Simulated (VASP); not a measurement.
# Cu3O2 (I4/mmm) in VASP: reference runs

How does Cu3O2 come out in PBEsol? The cell is run as given and disturbed.

Program: VASP 6.6.1. These are calculated values, not measurements. Logs are shortened: lines on timing, memory, paths and dates and some standing lists are left out, and cuts for length are marked.

## 1. The structure

It takes space group I4/mmm (No. 139, tetragonal). Conventional cell: a = 4.046 Å, b = 4.046 Å, c = 7.347 Å, α = 90.00°, β = 90.00°, γ = 90.00°. Cu (site symmetry 4/mmm) is surrounded by 4 O at 2.02 Å. Around Cu (site symmetry -4m2) lie 2 O at 1.84 Å. O (site symmetry mmm) has 4 Cu at 1.84 to 2.02 Å as nearest neighbours.

The cell comes from a database or a generator and needn't be the stable form of this composition.

## 2. Single point, PBEsol

File INCAR:

```
SYSTEM = Cu3O2
  PREC = Accurate
  ENCUT = 520
  EDIFF = 1E-7
  ISMEAR = -1
  SIGMA = 0.05
  LREAL = .FALSE.
  LASPH = .TRUE.
  NELM = 80
  ALGO = Normal
  ISIF = 2
  LWAVE = .FALSE.
  LCHARG = .FALSE.
  GGA = PS
  NBANDS = 30
  KPAR = 2
```

File KPOINTS:

```
regular mesh
0
G
  9 9 9
  0 0 0
```

File POSCAR:

```
Cu3O2
1.0
   -2.0229820000      2.0229820000      3.6736170000
    2.0229820000     -2.0229820000      3.6736170000
    2.0229820000      2.0229820000     -3.6736170000
Cu O
3 2
Direct
    0.0000000000      0.0000000000      0.0000000000
    0.7500000000      0.2500000000      0.5000000000
    0.2500000000      0.7500000000      0.5000000000
    0.5000000000      0.0000000000      0.5000000000
    0.0000000000      0.5000000000      0.5000000000
```

Potentials or basis: VASP PAW PBE potentials, release 64 (Cu, O).

Launch:

```sh
$ cat potpaw_PBE.64/Cu/POTCAR potpaw_PBE.64/O/POTCAR > POTCAR
$ mpirun -np 2 vasp_std > vasp.out
```

OUTCAR:

```text
SYSTEM = Cu3O2
   PREC = Accurate
   ENCUT = 520
   EDIFF = 1E-7
   ISMEAR = -1
   LREAL = .FALSE.
   LASPH = .TRUE.
   NELM = 80
   ISIF = 2
   GGA = PS

 ion  position               nearest neighbor table
   1  0.000  0.000  0.000-   4 2.02   5 2.02   5 2.02   4 2.02   2 2.73   3 2.73   2 2.73   3 2.73
                             2 2.73   2 2.73   3 2.73   3 2.73
   2  0.750  0.250  0.500-   4 1.84   5 1.84   1 2.73   1 2.73   1 2.73   1 2.73
   3  0.250  0.750  0.500-   4 1.84   5 1.84   1 2.73   1 2.73   1 2.73   1 2.73
   4  0.500  0.000  0.500-   2 1.84   3 1.84   1 2.02   1 2.02
   5  0.000  0.500  0.500-   2 1.84   3 1.84   1 2.02   1 2.02

  LATTYP: Found a body centered tetragonal cell.
 ALAT       =     4.0459640000
 C/A-ratio  =     1.8159415160

  Lattice vectors:

 A1 = (  -2.0229820000,   2.0229820000,   3.6736170000)
 A2 = (   2.0229820000,  -2.0229820000,   3.6736170000)
 A3 = (   2.0229820000,   2.0229820000,  -3.6736170000)

Analysis of symmetry for initial positions (statically):
=====================================================================
 Subroutine PRICEL returns:
 Original cell was already a primitive cell.

 Routine SETGRP: Setting up the symmetry group for a
 body centered tetragonal supercell.

 Subroutine GETGRP returns: Found 16 space group operations
 (whereof 16 operations were pure point group operations)
 out of a pool of 16 trial point group operations.

The static configuration has the point symmetry D_4h.

Analysis of symmetry for dynamics (positions and initial velocities):
=====================================================================
 Subroutine PRICEL returns:
 Original cell was already a primitive cell.

 Routine SETGRP: Setting up the symmetry group for a
 body centered tetragonal supercell.

 Subroutine GETGRP returns: Found 16 space group operations
 (whereof 16 operations were pure point group operations)
 out of a pool of 16 trial point group operations.

The dynamic configuration has the point symmetry D_4h.

 Subroutine INISYM returns: Found 16 space group operations
 (whereof 16 operations are pure point group operations),
 and found     1 'primitive' translations

----------------------------------------------------------------------------------------

                                     Primitive cell

  volume of cell :      60.1365

  direct lattice vectors                    reciprocal lattice vectors
    -2.022982000  2.022982000  3.673617000     0.000000000  0.247159886  0.136105642
     2.022982000 -2.022982000  3.673617000     0.247159886  0.000000000  0.136105642
     2.022982000  2.022982000 -3.673617000     0.247159886  0.247159886  0.000000000

  length of vectors
     4.656218875  4.656218875  4.656218875     0.282157323  0.282157323  0.349536863

  position of ions in fractional coordinates (direct lattice)
     0.000000000  0.000000000  0.000000000
     0.750000000  0.250000000  0.500000000
     0.250000000  0.750000000  0.500000000
     0.500000000  0.000000000  0.500000000
     0.000000000  0.500000000  0.500000000

  ion indices of the primitive-cell ions
   primitive index   ion index
                 1           1
                 2           2
                 3           3
                 4           4
                 5           5

----------------------------------------------------------------------------------------

 KPOINTS: regular mesh

Automatic generation of k-mesh.
 Grid dimensions read from file:
 generate k-points for:    9    9    9

 Generating k-lattice:

  Cartesian coordinates                     Fractional coordinates (reciprocal lattice)
     0.000000000  0.027462210  0.015122849     0.111111111 -0.000000000  0.000000000
     0.027462210  0.000000000  0.015122849    -0.000000000  0.111111111  0.000000000
     0.027462210  0.027462210  0.000000000     0.000000000  0.000000000  0.111111111

  Length of vectors
     0.031350814  0.031350814  0.038837429

  Shift w.r.t. Gamma in fractional coordinates (k-lattice)
     0.000000000  0.000000000  0.000000000

 Subroutine IBZKPT returns following result:
 ===========================================

 Found     75 irreducible k-points:

 Following reciprocal coordinates:
            Coordinates               Weight
  0.000000  0.000000  0.000000      1.000000
  0.111111  0.000000 -0.000000      8.000000
  0.222222  0.000000 -0.000000      8.000000
  0.333333  0.000000  0.000000      8.000000
  0.444444  0.000000 -0.000000      8.000000
  0.111111  0.111111 -0.000000      8.000000
[... 16 lines left out ...]
 -0.333333  0.333333  0.000000      4.000000
  0.444444  0.444444 -0.000000      8.000000
 [... further k-points ...]
   k-points           NKPTS =     75   k-points in BZ     NKDIM =     75   number of bands    NBANDS=     30
   number of dos      NEDOS =    301   number of ions     NIONS =      5
   total plane-waves  NPLWV =  46656
   dimension x,y,z NGX =    36 NGY =   36 NGZ =   36
   dimension x,y,z NGXF=    72 NGYF=   72 NGZF=   72
   ions per type =               3   2
   NGX,Y,Z   is equivalent  to a cutoff of  12.85, 12.85, 12.85 a.u.
   NGXF,Y,Z  is equivalent  to a cutoff of  25.71, 25.71, 25.71 a.u.
 SYSTEM =  Cu3O2
   PREC   = accura    normal or accurate (medium, high low for compatibility)
   ISTART =      0    job   : 0-new  1-cont  2-samecut
   ICHARG =      2    charge: 1-file 2-atom 10-const
   ISPIN  =      1    spin polarized calculation?
   LNONCOLLINEAR =      F non collinear calculations
   LSORBIT =      F    spin-orbit coupling
   LASPH  =      T    aspherical Exc in radial PAW
   ENCUT  =  520.0 eV  38.22 Ry    6.18 a.u.   8.66  8.66  8.66*2*pi/ulx,y,z
   NELM   =     80;   NELMIN=  2; NELMDL= -5     # of ELM steps
   EDIFF  = 0.1E-06   stopping-criterion for ELM
   LREAL  =      F    real-space projection
   EDIFFG = 0.1E-05   stopping-criterion for IOM
   NSW    =      0    number of steps for IOM
   IBRION =     -1    ionic relax: 0-MD 1-quasi-New 2-CG
   NFREE  =      0    steps in history (QN), initial steepest desc. (CG)
   ISIF   =      2    stress and relaxation
   ISYM   =      2    0-nonsym 1-usesym 2-fastsym
   POTIM  = 0.5000    time-step for ionic-motion
   TEBEG  =    0.0;   TEEND  =   0.0 temperature during run
   PSTRESS=    0.0 pullay stress
   NELECT =      45.0000    total number of electrons
   NUPDOWN=      -1.0000    fix difference up-down
   EMIN   =  10.00;   EMAX   =-10.00  energy-range for DOS
   EFERMI =   0.00;   METHOD = LEGACY
   ISMEAR =    -1;   SIGMA  =   0.05  broadening in eV -4-tet -1-fermi 0-gaus
   EFERMI_NEDOS =   21; number of points for ismear=-14 and -15
   IALGO  =     38    algorithm
   IMIX   =      4    mixing-type and parameters
     AMIX     =   0.40;   BMIX     =  1.00
     AMIX_MAG =   1.60;   BMIX_MAG =  1.00
  volume/ion in A,a.u.               =      12.03        81.16
  Fermi-wavevector in a.u.,A,eV,Ry     =   1.486277  2.808656 30.055525  2.209019
  Thomas-Fermi vector in A             =   2.599583
   LORBIT       =      0    0 simple, 1 ext, 2 COOP (PROOUT), +10 PAW based schemes
   GGA     = PS    functional components
   LHFCALC =     F    Hartree Fock is set to
   AEXX    =    0.0000 exact exchange contribution
   IVDW    =     0    specifies the selected vdW correction
   LEPSILON=     F    determine dielectric tensor
   LRPA    =     F    only Hartree local field effects (RPA)
 non-spin polarized calculation
  energy-cutoff  :      520.00
  volume of cell :       60.14
 maximum number of plane-waves:      1661
   NGX = 17   NGY = 17   NGZ = 17

 number of electron      45.0000018 magnetization

 Free energy of the ion-electron system (eV)
  ---------------------------------------------------
  ext. energy  EPLUGINS =         0.00000000
  ---------------------------------------------------
  free energy    TOTEN  =       -24.95166730 eV

  energy without entropy =      -24.93495749  energy(sigma->0) =      -24.94331239

 E-fermi :   4.1989     XC(G=0): -11.4157

 val. band max:        4.1801525409   @ k =  -0.3333   0.4444   0.2222
 cond. band min:       4.2132172870   @ k =  -0.3333  -0.3333   0.1111
 fundamental gap:      0.0330647461
 Fermi energy:         4.1988909994

 k-point     1 :       0.0000    0.0000    0.0000
  band No.  band energies     occupation
      1     -14.8614      2.00000
      2     -13.6125      2.00000
      3      -2.3900      2.00000
      4      -1.3704      2.00000
      5      -1.3704      2.00000
      6      -0.8171      2.00000
[... 22 lines left out ...]
     29      15.0559      0.00000
     30      15.2667      0.00000

 k-point     2 :       0.1111    0.0000   -0.0000
  band No.  band energies     occupation
      1     -14.8176      2.00000
      2     -13.6414      2.00000
      3      -2.3700      2.00000
      4      -1.4791      2.00000
      5      -1.3248      2.00000
      6      -0.9609      2.00000
[... 22 lines left out ...]
     29      14.6548      0.00000
     30      15.9662      0.00000

 k-point     3 :       0.2222    0.0000   -0.0000
  band No.  band energies     occupation
      1     -14.6935      2.00000
      2     -13.7282      2.00000
      3      -2.3097      2.00000
      4      -1.7497      2.00000
      5      -1.2363      2.00000
      6      -1.1926      2.00000
[... 22 lines left out ...]
     29      14.7029      0.00000
     30      15.4431      0.00000

 k-point     4 :       0.3333    0.0000    0.0000
  band No.  band energies     occupation
      1     -14.5098      2.00000
      2     -13.8691      2.00000
      3      -2.2104      2.00000
      4      -2.0453      2.00000
      5      -1.5268      2.00000
      6      -0.9921      2.00000
[... 22 lines left out ...]
     29      14.2760      0.00000
     30      14.7975      0.00000

 k-point     5 :       0.4444    0.0000   -0.0000
  band No.  band energies     occupation
      1     -14.3040      2.00000
      2     -14.0468      2.00000
      3      -2.2389      2.00000
      4      -2.0750      2.00000
      5      -1.7636      2.00000
      6      -0.7885      2.00000
[... 22 lines left out ...]
     29      13.1467      0.00000
     30      14.9187      0.00000
[... 526 lines left out ...]
     29      14.7757      0.00000
     30      15.8348      0.00000

 k-point    22 :      -0.4444    0.3333    0.0000
  band No.  band energies     occupation
      1     -14.3155      2.00000
      2     -13.8843      2.00000
      3      -2.8656      2.00000
      4      -2.8323      2.00000
      5      -1.3729      2.00000
      6      -1.0791      2.00000
[... 22 lines left out ...]
     29      14.5728      0.00000
     30      14.9117      0.00000

 k-point    23 :      -0.3333    0.3333    0.0000
  band No.  band energies     occupation
      1     -14.4204      2.00000
      2     -13.8191      2.00000
      3      -2.8295      2.00000
      4      -2.6511      2.00000
      5      -1.3596      2.00000
      6      -0.9247      2.00000
[... 22 lines left out ...]
     29      14.4950      0.00000
     30      14.5534      0.00000

 k-point    24 :       0.4444    0.4444   -0.0000
  band No.  band energies     occupation
      1     -14.2389      2.00000
      2     -13.9165      2.00000
      3      -3.0233      2.00000
      4      -2.9317      2.00000
      5      -1.4174      2.00000
      6      -1.2406      2.00000
[... 22 lines left out ...]
     29      14.7468      0.00000
     30      14.9863      0.00000

 [... further k-points ...]

------------------------ aborting loop because EDIFF is reached ----------------------------------------

  FORCE on cell =-STRESS in cart. coord.  units (eV):
  Direction    XX          YY          ZZ          XY          YZ          ZX
  --------------------------------------------------------------------------------------
  -------------------------------------------------------------------------------------
  Total       -1.6634410     -1.6634410     -2.8088519      0.0000000      0.0000000      0.0000000
  in kB      -44.3179915    -44.3179915    -74.8344399      0.0000000      0.0000000      0.0000000
  external PRESSURE =     -54.4901409 kB  Pullay stress =       0.0000000 kB

 VOLUME and BASIS-vectors are now :
 -----------------------------------------------------------------------------
  energy-cutoff  :      520.00
  volume of cell :       60.14
      direct lattice vectors                 reciprocal lattice vectors
    -2.022982000  2.022982000  3.673617000     0.000000000  0.247159886  0.136105642
     2.022982000 -2.022982000  3.673617000     0.247159886  0.000000000  0.136105642
     2.022982000  2.022982000 -3.673617000     0.247159886  0.247159886  0.000000000

 POSITION                                       TOTAL-FORCE (eV/Angst)
 -----------------------------------------------------------------------------------
      0.00000      0.00000      0.00000        -0.000000      0.000000      0.000000
      0.00000      2.02298      1.83681         0.000000     -0.000000      0.000000
      2.02298      0.00000      1.83681         0.000000      0.000000     -0.000000
      0.00000      2.02298      0.00000        -0.000000      0.000000      0.000000
      2.02298      0.00000      0.00000        -0.000000      0.000000      0.000000
 -----------------------------------------------------------------------------------
    total drift:                                0.000000      0.000000      0.000000

  FREE ENERGIE OF THE ION-ELECTRON SYSTEM (eV)
  ---------------------------------------------------
  free  energy   TOTEN  =       -24.9516672950 eV

  energy  without entropy=      -24.9349574921  energy(sigma->0) =      -24.94331239
```

Wall time 46 s (2 MPI ranks of Intel Xeon 6975P-C (Granite Rapids), shared host); peak memory 0.26 GiB.

What came out:

```
Free energy            : -24.9517 eV
Pressure               : -5.4 GPa
Band gap on the k mesh : none (metal or under the smearing width)
```

Caveat: the PAW data sets were made with another functional, which shifts forces and pressure a little; an odd number of electrons without spin polarisation forces a metal; a magnetic or distorted state may lie lower; the run has no spin polarisation, though such a crystal can be magnetic; semilocal functionals often make such compounds metallic where correlation or magnetic order opens a gap, which also shifts bond lengths.

## 3. Single point, PBEsol (atoms moved at random, drawn with an rms of 0.05 Å)

INCAR is that of step 2.

KPOINTS is that of step 2.

File POSCAR:

```
Cu3O2
1.0
   -2.0229820000      2.0229820000      3.6736170000
    2.0229820000     -2.0229820000      3.6736170000
    2.0229820000      2.0229820000     -3.6736170000
Cu O
3 2
Direct
    0.0086460000      0.0141220000      0.0238240000
    0.7304760000      0.2477990000      0.4882090000
    0.2634050000      0.7571750000      0.5091040000
    0.5049290000     -0.0037260000      0.5010080000
    0.0084640000      0.5030830000      0.5001970000
```

Potentials or basis: VASP PAW PBE potentials, release 64 (Cu, O).

Launch:

```sh
$ cat potpaw_PBE.64/Cu/POTCAR potpaw_PBE.64/O/POTCAR > POTCAR
$ mpirun -np 2 vasp_std > vasp.out
```

It took 3.6 min on 2 MPI ranks of Intel Xeon 6975P-C (Granite Rapids), shared host; peak memory 0.6 GiB.

Results (log left out):

```
Free energy            : -24.8710 eV
Pressure               : -4.6 GPa
Largest force          : 1.267 eV/Å
Band gap on the k mesh : none (metal or under the smearing width)
```

Forces in eV/Å, atoms in the order of the input:
```
Cu  -0.564 -0.230  0.025
Cu   0.016  0.185  1.253
Cu   0.027 -0.035 -0.654
O    0.057  0.096  0.025
O    0.465 -0.015 -0.650
```

Stress tensor (GPa, compression positive):
```
-4.61 -0.08  0.10
-0.08 -3.28  0.10
 0.10  0.10 -5.98
```

Levels at points of the mesh, in eV from the Fermi level:
```tsv
k point	band 21	band 22	band 23	band 24	band 25	band 26
(0.00, 0.00, 0.00)	-0.79	-0.74	0.36	0.46	5.11	5.15
```

Caveat: the PAW data sets were made with another functional, which shifts forces and pressure a little; an odd number of electrons without spin polarisation forces a metal; a magnetic or distorted state may lie lower; the run has no spin polarisation, though such a crystal can be magnetic; semilocal functionals often make such compounds metallic where correlation or magnetic order opens a gap, which also shifts bond lengths.
